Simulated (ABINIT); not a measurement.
Input of an ABINIT 10.8.3 (patched build) run:

The input run.abi:

```
# Pseudopotentials
pp_dirpath "./"
pseudos "Sb.hgh"

# Structure
acell 3*1.0 Angstrom
rprim
     0.0000000000    -2.3712425200    -2.3712425200
    -2.3712425200     0.0000000000    -2.3712425200
     2.3712425200     2.3712425200    -4.7424850400
ntypat 1
znucl 51
natom 2
typat 1 1
xcart
     0.2428381403     0.1667582230    -4.9033687468
     2.1284043797     2.2044842970    -4.5816013332 Angstrom
chkprim 0
chksymtnons 0
tolsym 1.0e-6

# Plane-wave basis
ecut 20.8

# k points
kptopt 1
ngkpt 7 7 4
nshiftk 1
shiftk 0.0 0.0 0.0

# Exchange and correlation
ixc 7

# Bands and occupations
nband 9
occopt 3
tsmear 0.00183747

# SCF cycle
nstep 100
tolvrs 1.0e-10

# Output
iomode 3
prtwf 0
prtden 0
prteig 0
prtebands 0
enunit 1
prtvol 2
```

Potentials or basis: HGH LDA.

Command:

```console
$ abinit run.abi > log 2>&1
```

Problem. Estimate the largest force.

Solution. 1.463 eV/Å.

Problem. What does it give for the pressure?

Solution. 8.3 GPa.

Problem. Predict the band gap on the k mesh.

Solution. None (metal or under the smearing width).

Stress tensor (GPa, compression positive):
```
 7.86 -0.17 -0.21
-0.17  8.43  3.07
-0.21  3.07  8.49
```

Caveat: HGH potentials are hard and often keep d shells in the core, so these values are rough; forces of over 1 eV/Å show positions far from the minimum, so gaps and moduli don't describe the material at rest. The run has no spin-orbit coupling, so splittings on Sb are missing.
